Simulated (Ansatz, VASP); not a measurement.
## Hf: VASP beside Ansatz

The input INCAR:

```
ALGO = Fast
EDIFF = 1E-6
ENCUT = 520
GGA = PS
ISIF = 2
ISMEAR = 0
LASPH = T
LCHARG = F
LREAL = F
LWAVE = F
NBANDS = 11
NELM = 100
PREC = Accurate
SIGMA = 0.1
```

File KPOINTS:

```
k-points
0
Gamma
  16 16 16
```

The input POSCAR:

```
Hf
1.0
   -1.8213713500      1.8213713500      1.8213713500
    1.8213713500     -1.8213713500      1.8213713500
    1.8213713500      1.8213713500     -1.8213713500
Hf
1
Direct
    0.0000000000      0.0000000000      0.0000000000
```

Input for Ansatz:

```yaml
crystal:
  lattice:
    - [-1.82137135, 1.82137135, 1.82137135]
    - [1.82137135, -1.82137135, 1.82137135]
    - [1.82137135, 1.82137135, -1.82137135]
  atoms:
    - { symbol: Hf, position: [0.0, 0.0, 0.0] }
basis:
  ecutwfc: 420
kpoints:
  mp_grid: { grid: [16, 16, 16] }
hamiltonian:
  xc: pbesol
scf:
  occupations: { method: gaussian, width: 0.1 }
output:
  forces: true
  stress: true
  eigenvalues: true
```

Alike in both runs: task single point; functional PBEsol; k mesh 16 × 16 × 16; occupations gaussian, width 0.1 eV; no spin polarisation.

|  | VASP | Ansatz |
| --- | --- | --- |
| version | VASP 6.6.1 | Ansatz 0.2.0 |
| potentials or method | VASP PAW PBE potentials, release 64 (Hf_pv) | scalar-relativistic, plane waves, PAW |
| plane-wave cutoff (eV) | 520 | 420 |
| valence electrons in the cell | 10 | 26 |

|  | VASP | Ansatz | Ansatz less VASP |
| --- | --- | --- | --- |
| gap on the k mesh at the Fermi level (eV) | none | none | - |
| pressure (GPa) | -11.4 | -11.1 | +0.33 |

A gap of «none» marks a metal or a gap that the smearing closes. The functional is the same, so the differences come from potentials, cutoffs and numerics. The two sets of potentials don't hold the same shells in valence.

Caveats: the PAW data sets were made with another functional, which shifts forces and pressure a little (VASP). Spin-orbit coupling is left out, which matters for the levels of Hf.
